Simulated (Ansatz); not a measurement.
Mg:

```
Mg
1.0
     3.20930    0.00000    0.00000
    -1.60465    2.77934    0.00000
     0.00000    0.00000    5.21030
Mg
2
Direct
  0.66667 0.33333 0.75000
  0.33333 0.66667 0.25000
```

Base run:

| Property | Result |
| --- | --- |
| Program | Ansatz 0.2.0 |
| Functional | PBEsol |
| Potentials or basis | Ansatz PAW |
| Cutoff | 420 eV (not typed: the program's choice for these potentials) |
| k mesh | 10 × 10 × 5 |
| Occupations | gaussian, width 0.1 eV |
| Spin | no spin polarisation |

Its results: band gap on the k mesh none (metal or under the smearing width); pressure -1.0 GPa.

Q: The run is repeated on the same cell with these changes: functional from PBEsol to PBE; occupations from gaussian, width 0.1 eV to gaussian, width 0.05 eV. What comes out?

A: Band gap on the k mesh none (metal or under the smearing width); pressure -0.4 GPa.

Caveats: the PAW data sets come from PBE, with cores solved anew for the run's functional, which leaves a small shift of forces and pressure (some runs).
